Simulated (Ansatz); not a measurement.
# ZnS: the cost of one run

Method: DFT PBE, scalar-relativistic, in Ansatz 0.2.0.

## (1) The starting structure

The structure is cubic, space group F-43m (No. 216). Conventional cell: a = 5.409 Å, b = 5.409 Å, c = 5.409 Å, α = 90.00°, β = 90.00°, γ = 90.00°. Zn (site symmetry -43m) is surrounded by 4 S at 2.34 Å. Around S (site symmetry -43m) lie 4 Zn at 2.34 Å.

As a file:

```
Zn S
1.0
     0.00000    2.70465    2.70465
     2.70465    0.00000    2.70465
     2.70465    2.70465    0.00000
Zn S
1 1
Direct
  0.00000 0.00000 0.00000
  0.75000 0.75000 0.75000
```

Atoms are numbered in the order of the input: Zn1, S2.

## (2) The deformed structure

Space group F-43m before, R3m after.

## (3) Full-potential LAPW

Input file input.yaml:

```yaml
crystal:
  lattice:
    - [0.054093, 2.7316965, 2.7316965]
    - [2.7316965, 0.054093, 2.7316965]
    - [2.7316965, 2.7316965, 0.054093]
  atoms:
    - { symbol: Zn, position: [0.0, 0.0, 0.0] }
    - { symbol: S, position: [0.75, 0.75, 0.75] }
kpoints:
  mp_grid: { grid: [8, 8, 8] }
  band_path:
    path:
      - [0.0, 0.0, 0.0]
      - [-0.5, -0.5, -0.5]
      - [-0.5, -0.2451701269, -0.7548298731]
      - [-0.2451701269, 0.2451701269, -0.5]
      - [0.0, 0.0, -0.5]
      - [0.0, 0.0, 0.0]
      - [0.0, 0.3725850634, -0.3725850634]
      - [-0.3725850634, 0.0, -0.6274149366]
      - [-0.5, 0.0, -0.5]
    npoints: 5
scf:
  occupations: { method: fermi_dirac, width: 0.01 }
hamiltonian:
  xc: pbe
  pseudopotentials: { kind: all_electron, lapw: { basis_error: 0.00025 } }
output:
  forces: true
  stress: true
  eigenvalues: true
```

Run with:

```sh
$ ansatz run input.yaml --threads 1 --pin off --max-ram 3072MiB --backend cpu --events-out ev --progress --plain --runs-dir out
```

What time and memory should one allow on 1 thread of Intel Xeon Platinum 8488C (Sapphire Rapids), shared host?

About 21 s, with a peak of 0.41 GiB.
